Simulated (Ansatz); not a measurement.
# Eu, one cell by several methods

```
Eu
1.0
     3.49298    0.00000    0.00000
     0.00000    3.49298    0.00000
     0.00000    0.00000    3.49298
Eu
1
Direct
  0.00000 0.00000 0.00000
```

The cell was built from the sc type and relaxed in the same program, and has space group Pm-3m; it needn't be a known or the stable phase.

Semilocal functionals without a Hubbard term describe localised f shells poorly; where the shell is localised, the real material differs.

Other magnetic orders may lie lower; this is the state that the run reached.

No spin–orbit coupling, which matters for the heavy atoms here.

Methods: DFT, LDA, PAW with Ansatz's default frozen-core files, scalar-relativistic (Ansatz 0.2.0); DFT, LDA, all-electron LAPW, scalar-relativistic (Ansatz 0.2.0).

For PAW: a Γ-centred 11×11×11 k mesh, Fermi–Dirac smearing of 0.05 eV, cutoff 420 eV, spin-polarised from start moments Eu 7 μB; the PAW files were made with PBE, and the program remakes their frozen cores for this functional. LAPW targets a basis error of 0.5 meV/atom. The Ansatz runs share mesh, smearing and spin set-up. Plane-wave (PAW) pressures include the program's estimate of the Pulay term.

Stress and pressure are positive in compression.

Levels count from the Fermi level.

PAW results:

```csv
quantity,PAW
pressure (GPa),-2.37
moment of the cell (μB),7.268
highest filled spin-up level at Γ (eV),-0.325
highest filled spin-up level at R (eV),-0.296
```

Q: What does full-potential LAPW give for the same quantities?

A: 
```csv
quantity,LAPW
pressure (GPa),-2.31
moment of the cell (μB),7.266
highest filled spin-up level at Γ (eV),-0.320
highest filled spin-up level at R (eV),-0.294
```
